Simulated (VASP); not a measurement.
# ZnSe (Stilleite) (F-43m) in VASP: notebook

Runs on ZnSe (Stilleite). Level: LDA. Tasks: dielectric tensor.

Program: VASP 6.6.1. These are calculated values, not measurements. Logs are shortened: lines on timing, memory, paths and dates and some standing lists are left out, and cuts for length are marked.

### Step 1. The structure

It takes space group F-43m (No. 216, cubic). The conventional cell has a = 5.668 Å, b = 5.668 Å, c = 5.668 Å, α = 90.00°, β = 90.00°, γ = 90.00°. Se (site symmetry -43m) has 4 Zn at 2.45 Å as nearest neighbours. Around Zn (site symmetry -43m) lie 4 Se at 2.45 Å.

### Step 2. Dielectric tensor, LDA

Input file INCAR:

```
ALGO = Normal ; EDIFF = 1E-8
ENCUT = 500 ; GGA = CA
ISIF = 2 ; ISMEAR = 0
LASPH = True ; LCHARG = False
LEPSILON = True ; LREAL = False
LWAVE = False ; NELM = 100
PREC = Accurate ; SIGMA = 0.01
```

Input file KPOINTS:

```
k-points
0
Gamma
  14 14 14
```

Input file POSCAR:

```
ZnSe
1.0
    0.0000000000      2.8338000000      2.8338000000
    2.8338000000      0.0000000000      2.8338000000
    2.8338000000      2.8338000000      0.0000000000
Se Zn
1 1
Direct
    0.7500000000      0.7500000000      0.7500000000
    0.0000000000      0.0000000000      0.0000000000
```

Potentials or basis: VASP PAW LDA potentials, release 64 (Se, Zn).

Started as:

```sh
$ cat potpaw_LDA.64/Se/POTCAR potpaw_LDA.64/Zn/POTCAR > POTCAR
$ mpirun -np 1 vasp_std > vasp.out
```

OUTCAR:

```text
EDIFF = 1E-8
   ENCUT = 500
   GGA = CA
   ISIF = 2
   ISMEAR = 0
   LASPH = True
   LEPSILON = True
   LREAL = False
   NELM = 100
   PREC = Accurate

 Found    104 irreducible k-points:

 Following reciprocal coordinates:
            Coordinates               Weight
  0.000000  0.000000  0.000000      1.000000
  0.071429  0.000000  0.000000      8.000000
  0.142857  0.000000  0.000000      8.000000
  0.214286  0.000000  0.000000      8.000000
  0.285714  0.000000  0.000000      8.000000
  0.357143  0.000000  0.000000      8.000000
   k-points           NKPTS =    104   k-points in BZ     NKDIM =    104   number of bands    NBANDS=     13
   number of dos      NEDOS =    301   number of ions     NIONS =      2
   total plane-waves  NPLWV =  27000
   dimension x,y,z NGX =    30 NGY =   30 NGZ =   30
   dimension x,y,z NGXF=    60 NGYF=   60 NGZF=   60
   ions per type =               1   1
   NGX,Y,Z   is equivalent  to a cutoff of  12.44, 12.44, 12.44 a.u.
   NGXF,Y,Z  is equivalent  to a cutoff of  24.89, 24.89, 24.89 a.u.
 SYSTEM =  unknown system
   PREC   = accura    normal or accurate (medium, high low for compatibility)
   ISTART =      0    job   : 0-new  1-cont  2-samecut
   ICHARG =      2    charge: 1-file 2-atom 10-const
   ISPIN  =      1    spin polarized calculation?
   LNONCOLLINEAR =      F non collinear calculations
   LSORBIT =      F    spin-orbit coupling
   LASPH  =      T    aspherical Exc in radial PAW
   ENCUT  =  500.0 eV  36.75 Ry    6.06 a.u.   7.31  7.31  7.31*2*pi/ulx,y,z
   NELM   =    100;   NELMIN=  2; NELMDL= -5     # of ELM steps
   EDIFF  = 0.1E-07   stopping-criterion for ELM
   LREAL  =      F    real-space projection
   EDIFFG = 0.1E-06   stopping-criterion for IOM
   NSW    =      0    number of steps for IOM
   IBRION =     -1    ionic relax: 0-MD 1-quasi-New 2-CG
   NFREE  =      0    steps in history (QN), initial steepest desc. (CG)
   ISIF   =      2    stress and relaxation
   ISYM   =      2    0-nonsym 1-usesym 2-fastsym
   POTIM  = 0.5000    time-step for ionic-motion
   TEBEG  =    0.0;   TEEND  =   0.0 temperature during run
   PSTRESS=    0.0 pullay stress
   NELECT =      18.0000    total number of electrons
   NUPDOWN=      -1.0000    fix difference up-down
   EMIN   =  10.00;   EMAX   =-10.00  energy-range for DOS
   EFERMI =   0.00;   METHOD = LEGACY
   ISMEAR =     0;   SIGMA  =   0.01  broadening in eV -4-tet -1-fermi 0-gaus
   EFERMI_NEDOS =   21; number of points for ismear=-14 and -15
   IALGO  =     38    algorithm
   IMIX   =      4    mixing-type and parameters
     AMIX     =   0.40;   BMIX     =  1.00
     AMIX_MAG =   1.60;   BMIX_MAG =  1.00
  volume/ion in A,a.u.               =      22.76       153.57
[... 145 lines left out ...]
      4.25070      4.25070      4.25070        -0.000000     -0.000000     -0.000000
      0.00000      0.00000      0.00000         0.000000      0.000000      0.000000
 -----------------------------------------------------------------------------------
    total drift:                                0.000001      0.000001      0.000001

  FREE ENERGIE OF THE ION-ELECTRON SYSTEM (eV)
  ---------------------------------------------------
  free  energy   TOTEN  =        -7.3513820881 eV

  energy  without entropy=       -7.3513820881  energy(sigma->0) =       -7.35138209

 HEAD OF MICROSCOPIC STATIC DIELECTRIC TENSOR (INDEPENDENT PARTICLE, excluding Hartree and local field effects)
 ------------------------------------------------------
           8.220791     0.000000    -0.000000
           0.000000     8.220791     0.000000
          -0.000000     0.000000     8.220791
 ------------------------------------------------------

 Free energy of the ion-electron system (eV)
  ---------------------------------------------------
  ---------------------------------------------------
  free energy    TOTEN  =        -0.89036735 eV

  energy without entropy =       -0.89036735

------------------------ aborting loop because EDIFF is reached ----------------------------------------

--------------------------------------- Ionic step        2  -------------------------------------------

------------------------ aborting loop because EDIFF is reached ----------------------------------------

--------------------------------------- Ionic step        3  -------------------------------------------

 Free energy of the ion-electron system (eV)
  ---------------------------------------------------
  ---------------------------------------------------
  free energy    TOTEN  =        -0.89037298 eV

  energy without entropy =       -0.89037298

------------------------ aborting loop because EDIFF is reached ----------------------------------------

 PIEZOELECTRIC TENSOR FIELD DIRECTION 3  (e Angst)
 -----------------------------------------------------------------------------
    -0.00083  2.00304  0.00000           (  0.00000 -0.02775  0.00000)
     2.00304 -0.00083  0.00000           ( -0.02775  0.00000  0.00000)
     0.00000  0.00000 -0.00074           (  0.00000  0.00000 -0.00000)

 PIEZOELECTRIC TENSOR FIELD DIRECTION 3  (C/m^2)
 -----------------------------------------------------------------------------
    -0.00029  0.70512  0.00000
     0.70512 -0.00029  0.00000
     0.00000  0.00000 -0.00026

 MACROSCOPIC STATIC DIELECTRIC TENSOR (including local field effects in DFT)
 ------------------------------------------------------
           7.692445     0.000000    -0.000000
           0.000000     7.692445     0.000000
          -0.000000     0.000000     7.692445
 ------------------------------------------------------

 PIEZOELECTRIC TENSOR (including local field effects)  for field in x, y, z        (e  Angst)
          XX          YY          ZZ          XY          YZ          ZX
  --------------------------------------------------------------------------------
  x     0.00000    -0.00000    -0.00000     0.00000     2.01024     0.00000
  y    -0.00000     0.00000     0.00000     0.00000     0.00000     2.01024
  z     0.00000     0.00000     0.00000     2.01024     0.00000     0.00000

 PIEZOELECTRIC TENSOR (including local field effects)  for field in x, y, z        (C/m^2)
          XX          YY          ZZ          XY          YZ          ZX
  --------------------------------------------------------------------------------
  x     0.00000    -0.00000    -0.00000     0.00000     0.70765     0.00000
  y    -0.00000     0.00000     0.00000     0.00000     0.00000     0.70765
  z     0.00000     0.00000     0.00000     0.70765     0.00000     0.00000

 BORN EFFECTIVE CHARGES (including local field effects) (in |e|, cummulative output)
 ---------------------------------------------------------------------------------
 ion    1
    1    -2.05261     0.00000     0.00000
    2     0.00000    -2.05261    -0.00000
    3     0.00000     0.00000    -2.05261
 ion    2
    1     2.05261     0.00000    -0.00000
    2     0.00000     2.05261     0.00000
    3    -0.00000    -0.00000     2.05261
```

stdout:

```text
POSCAR found type information on POSCAR SeZn
 POSCAR found :  2 types and       2 ions
 scaLAPACK will be used
 LDA part: xc-table for (Slater(with rela. corr.)+CA(PZ))
 , standard interpolation
 POSCAR, INCAR and KPOINTS ok, starting setup
 FFT: planning ... GRIDC
 FFT: planning ... GRID_SOFT
 FFT: planning ... GRID
 WAVECAR not read
 entering main loop
 Linear response reoptimize wavefunctions to high precision
 Linear response G [H, r] |phi>, progress :
  Direction:   1
 Linear response G [H, r] |phi>, progress :
  Direction:   2
 Linear response G [H, r] |phi>, progress :
  Direction:   3
 Linear response to external field (no local field effect), progress :
  Direction:   1
 dielectric tensor                  component  1 :     9.217     4.087     0.947
 Linear response to external field (no local field effect), progress :
  Direction:   2
 dielectric tensor                  component  2 :     4.086    10.105    -1.616
 Linear response to external field (no local field effect), progress :
  Direction:   3
 dielectric tensor                  component  3 :     0.952    -1.617     5.340
 Linear response to external field, progress :
  Direction:   1
 dielectric tensor                  component  1 :     7.692     1.412     0.814
 Linear response to external field, progress :
  Direction:   2
 dielectric tensor                  component  2 :     1.165     7.692     0.734
 Linear response to external field, progress :
  Direction:   3
 dielectric tensor                  component  3 :     0.967     1.258     7.692
 Born effective charges drift removed
```

Wall time 12 min (1 thread of Intel Xeon Platinum 8488C (Sapphire Rapids), shared host); peak memory 0.64 GiB.

The run converged, but some of its settings lie outside the range that counts as converged, so its numbers aren't taken as properties of the crystal.

What came out:

| Quantity | Value |
| --- | --- |
| Band gap on the k mesh | 1.07 eV, direct |
| Electronic dielectric tensor (diagonal) | 7.69 |
| Born charges (mean of the diagonal) | Se -2.05; Zn +2.05 e |

### Step 3. Dielectric tensor, LDA

INCAR: that of step 2 with these lines changed.

```diff
@@ -1,3 +1,3 @@
 ALGO = Normal ; EDIFF = 1E-8
-ENCUT = 500 ; GGA = CA
+ENCUT = 250 ; GGA = CA
 ISIF = 2 ; ISMEAR = 0
```

Input file KPOINTS:

```
k-points
0
Gamma
  5 5 5
```

POSCAR is that of step 2.

Potentials or basis: VASP PAW LDA potentials, release 64 (Se, Zn).

Started as:

```sh
$ cat potpaw_LDA.64/Se/POTCAR potpaw_LDA.64/Zn/POTCAR > POTCAR
$ mpirun -np 1 vasp_std > vasp.out
```

OUTCAR:

```text
EDIFF = 1E-8
   ENCUT = 250
   GGA = CA
   ISIF = 2
   ISMEAR = 0
   LASPH = True
   LEPSILON = True
   LREAL = False
   NELM = 100
   PREC = Accurate

 Found     10 irreducible k-points:

 Following reciprocal coordinates:
            Coordinates               Weight
  0.000000  0.000000  0.000000      1.000000
  0.200000  0.000000  0.000000      8.000000
  0.400000  0.000000  0.000000      8.000000
  0.200000  0.200000  0.000000      6.000000
  0.400000  0.200000  0.000000     24.000000
 -0.400000  0.200000  0.000000     24.000000
   k-points           NKPTS =     10   k-points in BZ     NKDIM =     10   number of bands    NBANDS=     13
   number of dos      NEDOS =    301   number of ions     NIONS =      2
   total plane-waves  NPLWV =  13824
   dimension x,y,z NGX =    24 NGY =   24 NGZ =   24
   dimension x,y,z NGXF=    48 NGYF=   48 NGZF=   48
   ions per type =               1   1
   NGX,Y,Z   is equivalent  to a cutoff of   9.96,  9.96,  9.96 a.u.
   NGXF,Y,Z  is equivalent  to a cutoff of  19.91, 19.91, 19.91 a.u.
 SYSTEM =  unknown system
   PREC   = accura    normal or accurate (medium, high low for compatibility)
   ISTART =      0    job   : 0-new  1-cont  2-samecut
   ICHARG =      2    charge: 1-file 2-atom 10-const
   ISPIN  =      1    spin polarized calculation?
   LNONCOLLINEAR =      F non collinear calculations
   LSORBIT =      F    spin-orbit coupling
   LASPH  =      T    aspherical Exc in radial PAW
   ENCUT  =  250.0 eV  18.37 Ry    4.29 a.u.   5.17  5.17  5.17*2*pi/ulx,y,z
   NELM   =    100;   NELMIN=  2; NELMDL= -5     # of ELM steps
   EDIFF  = 0.1E-07   stopping-criterion for ELM
   LREAL  =      F    real-space projection
   EDIFFG = 0.1E-06   stopping-criterion for IOM
   NSW    =      0    number of steps for IOM
   IBRION =     -1    ionic relax: 0-MD 1-quasi-New 2-CG
   NFREE  =      0    steps in history (QN), initial steepest desc. (CG)
   ISIF   =      2    stress and relaxation
   ISYM   =      2    0-nonsym 1-usesym 2-fastsym
   POTIM  = 0.5000    time-step for ionic-motion
   TEBEG  =    0.0;   TEEND  =   0.0 temperature during run
   PSTRESS=    0.0 pullay stress
[... 171 lines left out ...]
           0.000000    -0.000000    13.681431
 ------------------------------------------------------

 Free energy of the ion-electron system (eV)
  ---------------------------------------------------
  ---------------------------------------------------
  free energy    TOTEN  =        -1.59709488 eV

  energy without entropy =       -1.59709488

------------------------ aborting loop because EDIFF is reached ----------------------------------------

--------------------------------------- Ionic step        2  -------------------------------------------

------------------------ aborting loop because EDIFF is reached ----------------------------------------

--------------------------------------- Ionic step        3  -------------------------------------------

 Free energy of the ion-electron system (eV)
  ---------------------------------------------------
  ---------------------------------------------------
  free energy    TOTEN  =        -1.59708034 eV

  energy without entropy =       -1.59708034

------------------------ aborting loop because EDIFF is reached ----------------------------------------

 PIEZOELECTRIC TENSOR FIELD DIRECTION 3  (e Angst)
 -----------------------------------------------------------------------------
    -0.00087  2.48266  0.00000           (  0.00000 -0.05369  0.00000)
     2.48266 -0.00087  0.00000           ( -0.05369  0.00000  0.00000)
     0.00000  0.00000  0.00050           (  0.00000  0.00000 -0.00000)

 PIEZOELECTRIC TENSOR FIELD DIRECTION 3  (C/m^2)
 -----------------------------------------------------------------------------
    -0.00031  0.87396  0.00000
     0.87396 -0.00031  0.00000
     0.00000  0.00000  0.00017

 MACROSCOPIC STATIC DIELECTRIC TENSOR (including local field effects in DFT)
 ------------------------------------------------------
          13.177389     0.000000    -0.000000
           0.000000    13.177389     0.000000
          -0.000000    -0.000000    13.177389
 ------------------------------------------------------

 PIEZOELECTRIC TENSOR (including local field effects)  for field in x, y, z        (e  Angst)
          XX          YY          ZZ          XY          YZ          ZX
  --------------------------------------------------------------------------------
  x     0.00000    -0.00000    -0.00000    -0.00000     2.52311     0.00000
  y    -0.00000    -0.00000    -0.00000     0.00000    -0.00000     2.52311
  z    -0.00000     0.00000    -0.00000     2.52311     0.00000    -0.00000

 PIEZOELECTRIC TENSOR (including local field effects)  for field in x, y, z        (C/m^2)
          XX          YY          ZZ          XY          YZ          ZX
  --------------------------------------------------------------------------------
  x     0.00000    -0.00000    -0.00000    -0.00000     0.88820     0.00000
  y    -0.00000    -0.00000    -0.00000     0.00000    -0.00000     0.88820
  z    -0.00000     0.00000    -0.00000     0.88820     0.00000    -0.00000

 BORN EFFECTIVE CHARGES (including local field effects) (in |e|, cummulative output)
 ---------------------------------------------------------------------------------
 ion    1
    1    -2.41585     0.00000     0.00000
    2     0.00000    -2.41585     0.00000
    3     0.00000    -0.00000    -2.41585
 ion    2
    1     2.41585     0.00000     0.00000
    2     0.00000     2.41585     0.00000
    3    -0.00000     0.00000     2.41585
```

OSZICAR:

```text
N       E                     dE             d eps       ncg     rms          rms(c)
[... 13 lines left out ...]
RMM:   4    -0.158702484435E+01   -0.27851E-01   -0.33462E-02  1185   0.106E+00    0.141E-01
RMM:   5    -0.159571201276E+01   -0.86872E-02   -0.83355E-04  1223   0.205E-01    0.335E-02
RMM:   6    -0.159668673723E+01   -0.97472E-03    0.13258E-04  1201   0.352E-02    0.118E-02
RMM:   7    -0.159706309175E+01   -0.37635E-03    0.31868E-05  1191   0.975E-03    0.164E-03
RMM:   8    -0.159707758025E+01   -0.14488E-04    0.60332E-06  1218   0.237E-03    0.841E-04
RMM:   9    -0.159707840195E+01   -0.82169E-06    0.11536E-06  1244   0.832E-04    0.131E-04
RMM:  10    -0.159708129444E+01   -0.28925E-05    0.68424E-07   885   0.179E-04    0.292E-05
RMM:  11    -0.159708033827E+01    0.95617E-06    0.23229E-07   718   0.870E-05    0.666E-06
```

stdout:

```text
POSCAR found type information on POSCAR SeZn
 POSCAR found :  2 types and       2 ions
 scaLAPACK will be used
 LDA part: xc-table for (Slater(with rela. corr.)+CA(PZ))
 , standard interpolation
 POSCAR, INCAR and KPOINTS ok, starting setup
 FFT: planning ... GRIDC
 FFT: planning ... GRID_SOFT
 FFT: planning ... GRID
 WAVECAR not read
 entering main loop
 Linear response reoptimize wavefunctions to high precision
 Linear response G [H, r] |phi>, progress :
  Direction:   1
 Linear response G [H, r] |phi>, progress :
  Direction:   2
 Linear response G [H, r] |phi>, progress :
  Direction:   3
 Linear response to external field (no local field effect), progress :
  Direction:   1
 dielectric tensor                  component  1 :    15.082     4.662     1.601
 Linear response to external field (no local field effect), progress :
  Direction:   2
 dielectric tensor                  component  2 :     4.662    15.159    -1.684
 Linear response to external field (no local field effect), progress :
  Direction:   3
 dielectric tensor                  component  3 :     1.603    -1.685    10.804
 Linear response to external field, progress :
  Direction:   1
 dielectric tensor                  component  1 :    13.177     2.810     0.659
 Linear response to external field, progress :
  Direction:   2
 dielectric tensor                  component  2 :     2.811    13.177     0.580
 Linear response to external field, progress :
  Direction:   3
 dielectric tensor                  component  3 :     2.059     1.411    13.177
 Born effective charges drift removed
```

It took 23 s on 1 thread of Intel Xeon Platinum 8488C (Sapphire Rapids), shared host; peak memory 0.13 GiB.

The run converged, but a check on its numbers failed (symmetry, net force, bounds or a known fault of this set-up), so they aren't taken as properties of the crystal.

Caveat: the cutoff lies under the usual one of these potentials, so the numbers hold a large basis-set error.

(Continued in part 2 of 2.)
